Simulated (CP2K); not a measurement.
Ge:

```
Ge
1.0
     2.99111    0.00000    0.00000
    -1.51052    2.58168    0.00000
     0.00000    0.00000    4.72760
Ge
2
Direct
  0.33345 0.66655 0.25000
  0.66655 0.33345 0.75000
```

This isn't the form of Ge at room conditions, which is diamond.

- Program: CP2K 2026.2
- Task: single point
- Functional: PBE
- Potentials or basis: POTENTIAL_UZH Ge GTH-PBE-q4; TZVP-MOLOPT-PBE-GTH basis
- Density cutoff: 6123 eV
- k mesh: 10 × 10 × 6
- Occupations: fermi-dirac, width 0.05 eV
- Spin: no spin polarisation

On this cell: pressure 5.4 GPa; largest force under 0.003 eV/Å; band gap on the k mesh none (metal or under the smearing width).

The same run follows on a disturbed copy (atoms moved at random, drawn with an rms of 0.05 Å):

```
Ge
1.0
     2.99111    0.00000    0.00000
    -1.51052    2.58168    0.00000
     0.00000    0.00000    4.72760
Ge
2
Direct
  0.32710 0.67936 0.25322
  0.67910 0.33589 0.74526
```

Task: What does the disturbed cell give?

Result: The energy (extrapolated to zero smearing) moves by +0.4 meV/atom; pressure 5.4 GPa; largest force 0.052 eV/Å; band gap on the k mesh none (metal or under the smearing width).

Forces on the atoms (eV/Å):
```
Ge   0.016 -0.009 -0.048
Ge  -0.016  0.009  0.048
```

Stress tensor (GPa, compression positive):
```
 4.43  0.15 -0.08
 0.15  4.64  0.02
-0.08  0.02  7.20
```

Caveats: the basis of atomic orbitals isn't converged, which shifts pressures, moduli and gaps.
